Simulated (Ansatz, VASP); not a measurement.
MgS: VASP beside Ansatz

File INCAR:

```
SYSTEM = MgS
PREC     = Accurate       ! precision mode
ENCUT    = 520            ! plane-wave cutoff, eV
EDIFF    = 1E-8           ! SCF threshold, eV
ISMEAR   = -1             ! smearing method
SIGMA    = 0.01           ! smearing width, eV
LREAL    = .FALSE.        ! projectors in reciprocal space
LASPH    = .TRUE.         ! aspherical terms in the spheres
NELM     = 80             ! most SCF steps
ALGO     = Normal         ! electronic algorithm
ISIF     = 2              ! what is computed and relaxed
LWAVE    = .FALSE.        ! write WAVECAR
LCHARG   = .FALSE.        ! write CHGCAR
GGA      = CA             ! functional
LEFG     = .TRUE.       
NBANDS   = 11             ! bands
```

KPOINTS

```
Automatic mesh
0
G
  8 8 8
  0 0 0
```

The input POSCAR:

```
MgS
1.0
    0.0000000000      2.6102934190      2.6102934190
    2.6102934190      0.0000000000      2.6102934190
    2.6102934190      2.6102934190      0.0000000000
Mg S
1 1
Direct
    0.0000000000      0.0000000000      0.0000000000
    0.5000000000      0.5000000000      0.5000000000
```

Input for Ansatz:

```yaml
crystal:
  lattice:
    - [0.0, 2.610293419, 2.610293419]
    - [2.610293419, 0.0, 2.610293419]
    - [2.610293419, 2.610293419, 0.0]
  atoms:
    - { symbol: Mg, position: [0.0, 0.0, 0.0] }
    - { symbol: S, position: [0.5, 0.5, 0.5] }
kpoints:
  mp_grid: { grid: [8, 8, 8] }
scf:
  occupations: { method: fermi_dirac, width: 0.01 }
hamiltonian:
  xc: lda
  pseudopotentials: { kind: all_electron, datasets: crystal }
output:
  forces: true
  stress: true
  eigenvalues: true
  efg: { contact_densities: true }
```

Change from the starting cell: volume scaled by 1.01, crystal datasets.

Alike in both runs: task electric field gradients; functional LDA; k mesh 8 × 8 × 8; occupations fermi-dirac, width 0.01 eV; no spin polarisation.

|  | VASP | Ansatz |
| --- | --- | --- |
| version | VASP 6.6.1 | Ansatz 0.2.0 |
| potentials or method | VASP PAW LDA potentials, release 64 (Mg, S) | all-electron PAW with datasets made for the crystal, scalar-relativistic |
| plane-wave cutoff (eV) | 520 | see its input |

|  | VASP | Ansatz | Ansatz less VASP |
| --- | --- | --- | --- |
| gap on the k mesh at the Fermi level (eV) | 2.54 | 2.54 | +0.004 |
| pressure (GPa) | -4.5 | -3.9 | +0.58 |
| Vzz of the field gradient on the site that differs most (V/Å²) | 0.0 | 0.0 | 0.00 |

Ansatz ran all-electron here, so the differences hold the error of VASP's frozen core and of both bases.

A k mesh can miss the band edges.
